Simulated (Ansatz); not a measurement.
A run of Ansatz 0.2.0 is set up as follows.

File input:

```
crystal:
  lattice:
    - [0.0, 3.611146, 3.611146]
    - [3.611146, 0.0, 3.611146]
    - [3.611146, 3.611146, 0.0]
  atoms:
    - { symbol: Te, position: [0.25, 0.25, 0.25] }
    - { symbol: Sn, position: [0.0, 0.0, 0.0] }
hamiltonian:
  xc: hse06
  pseudopotentials: { kind: paw }
kpoints:
  mp_grid: { grid: [4, 4, 4] }
  band_path:
    path:
      - [[0.0, 0.0, 0.0], [0.5, 0.0, 0.5], [0.5, 0.25, 0.75], [0.375, 0.375, 0.75], [0.0, 0.0, 0.0], [0.5, 0.5, 0.5], [0.625, 0.25, 0.625], [0.5, 0.25, 0.75], [0.5, 0.5, 0.5], [0.375, 0.375, 0.75]]
      - [[0.625, 0.25, 0.625], [0.5, 0.0, 0.5]]
    npoints: 4
scf:
  occupations: { method: fermi_dirac, width: 0.05 }
  n_extra_bands: 6
output:
  forces: true
  stress: true
  eigenvalues: true
  fatbands: false
```

Task: Estimate the band gap along the path.

Result: 0.38 eV, indirect (least direct gap 1.16 eV).

Task: What does it give for the band gap on the k mesh?

Result: 0.38 eV, indirect (least direct gap 1.16 eV).

Task: Estimate the pressure.

Result: -0.6 GPa.

Levels at the corners of the path, in eV from the valence-band top:
```csv
point,band 12,band 13,band 14,band 15,band 16,band 17,band 18,band 19
Γ,-5.61,-2.27,-2.27,-2.27,1.34,1.34,1.34,4.50
X,-8.20,-3.57,-3.57,-0.78,0.38,4.49,4.49,5.90
W,-8.18,-3.87,-3.75,0.00,1.74,2.62,3.57,5.86
K,-8.14,-4.00,-3.36,-0.54,1.47,3.55,3.71,5.19
Γ,-5.61,-2.27,-2.27,-2.27,1.34,1.34,1.34,4.50
L,-7.78,-2.85,-2.85,-2.23,2.19,2.19,3.92,6.09
U,-8.14,-4.00,-3.36,-0.54,1.47,3.55,3.71,5.19
W,-8.18,-3.87,-3.75,0.00,1.74,2.62,3.57,5.86
L,-7.78,-2.85,-2.85,-2.23,2.19,2.19,3.92,6.09
K,-8.14,-4.00,-3.36,-0.54,1.47,3.55,3.71,5.19
U,-8.14,-4.00,-3.36,-0.54,1.47,3.55,3.71,5.19
X,-8.20,-3.57,-3.57,-0.78,0.38,4.49,4.49,5.90
```

Caveat: spin-orbit coupling is left out, which moves the levels of the heavy elements; the PAW data sets come from PBE, with cores solved anew for the run's functional, which leaves a small shift of forces and pressure; the thresholds are loose for stress.
